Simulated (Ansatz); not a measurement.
Runs of Ansatz 0.2.0 on Ir. The structure is hexagonal, space group P6_3/mmc (No. 194). The conventional cell has a = 2.751 Å, b = 2.751 Å, c = 4.462 Å, α = 90.00°, β = 90.00°, γ = 120.00°. Ir (site symmetry -6m2) is surrounded by 12 Ir at 2.74 to 2.75 Å. This isn't the form of Ir at room conditions, which is fcc.

```csv
level,spin,k mesh,gap on the mesh (eV),pressure (GPa)
revPBE,off,11 × 11 × 6,none,(a)
BLYP,off,11 × 11 × 6,none,15.3
LDA,"SOC, no magnetisation",8 × 8 × 5,none,(b)
LDA,off,8 × 8 × 5,none,-17.0
PBEsol,off,11 × 11 × 6,none,-12.4
```

Alike in all rows: task band structure; potentials or basis Ansatz PAW; cell as given; cutoff (eV) 420; smearing fermi-dirac 0.05 eV.

Task: Estimate the missing entries.

Result: (a) 1.6; (b) -16.4.

Caveats: the PAW data sets come from PBE, with cores solved anew for the run's functional, which leaves a small shift of forces and pressure; spin-orbit coupling is left out, which moves the levels of the heavy elements (some runs).

A k mesh can miss the band edges, and rows without SOC leave out spin-orbit coupling on Ir.

A gap of «none» marks a metal or a gap under the smearing width.

Runs at the PBE level aren't shown here.
